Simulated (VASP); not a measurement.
**A VASP 6.6.1 single-point calculation on Sn**

INCAR

```
ENCUT = 520
PREC = High
GGA = PE
EDIFF = 0.001
IMIX = 1
LCHARG = .FALSE.
LASPH = .TRUE.
IBRION = -1
LWAVE = .FALSE.
AMIX = 0.2
LREAL = .FALSE.
ISMEAR = -1
SIGMA = 0.02
ISIF = 2
NSW = 0
NELM = 120
NBANDS = 21
```

KPOINTS

```
KPOINTS created by Atomic Simulation Environment
0
Gamma
6 6 6
0 0 0
```

POSCAR

```
Sn
 1.0000000000000000
    -0.0147000000000000    3.3136999999999999    3.2402000000000002
     3.3782999999999999   -0.0551000000000000    3.2806999999999999
     3.3534000000000002    3.3292999999999999   -0.0303000000000000
 Sn
   2
Cartesian
  0.0586272900000000  3.3535773199999999  3.2598640000000003
  1.7331130500000000  1.6187356799999999  1.6659317300000001
```

The recommended PBE PAW datasets give the neutral cell 28 valence electrons.

Command

```
mpirun -np 1 vasp_std
```

Q: How does this run end, and what does it give?

A: It converged. Results: gap between bands v and c on the k mesh -0.34 eV (bands overlap: a metal); least direct gap on the k mesh 0.30 eV; pressure 2.6 GPa; largest force 0.47 eV/Å. Band v is the last that the valence electrons fill when counted band by band, and c is the next.

OSZICAR

```
N       E                     dE             d eps       ncg     rms          rms(c)
DAV:   1     0.225140971336E+03    0.22514E+03   -0.14505E+04  4794   0.186E+03
DAV:   2     0.171545433865E+02   -0.20799E+03   -0.20356E+03  4724   0.441E+02
DAV:   3    -0.684276903140E+01   -0.23997E+02   -0.23860E+02  5554   0.139E+02
DAV:   4    -0.764617240284E+01   -0.80340E+00   -0.80307E+00  5319   0.284E+01
DAV:   5    -0.767932388335E+01   -0.33151E-01   -0.33151E-01  6998   0.539E+00    0.288E+00
DAV:   6    -0.766158575888E+01    0.17738E-01   -0.10689E-02  5829   0.115E+00    0.227E+00
DAV:   7    -0.765044249935E+01    0.11143E-01   -0.35560E-03  4479   0.687E-01    0.181E+00
DAV:   8    -0.764342470891E+01    0.70178E-02   -0.20158E-03  3784   0.498E-01    0.144E+00
DAV:   9    -0.763916044796E+01    0.42643E-02   -0.15220E-03  3454   0.369E-01    0.116E+00
DAV:  10    -0.763666695185E+01    0.24935E-02   -0.94903E-04  2780   0.265E-01    0.927E-01
DAV:  11    -0.763526531916E+01    0.14016E-02   -0.55877E-04  2712   0.197E-01    0.744E-01
DAV:  12    -0.763453067361E+01    0.73465E-03   -0.43993E-04  2647   0.158E-01
   1 F= -.76345307E+01 E0= -.76340042E+01  d E =-.105289E-02
```

These settings aren't sound, so the numbers aren't properties of the crystal.

On sound settings PBE gives a gap of -0.34 eV on its mesh and a pressure of 0.0 GPa for the intended cell.
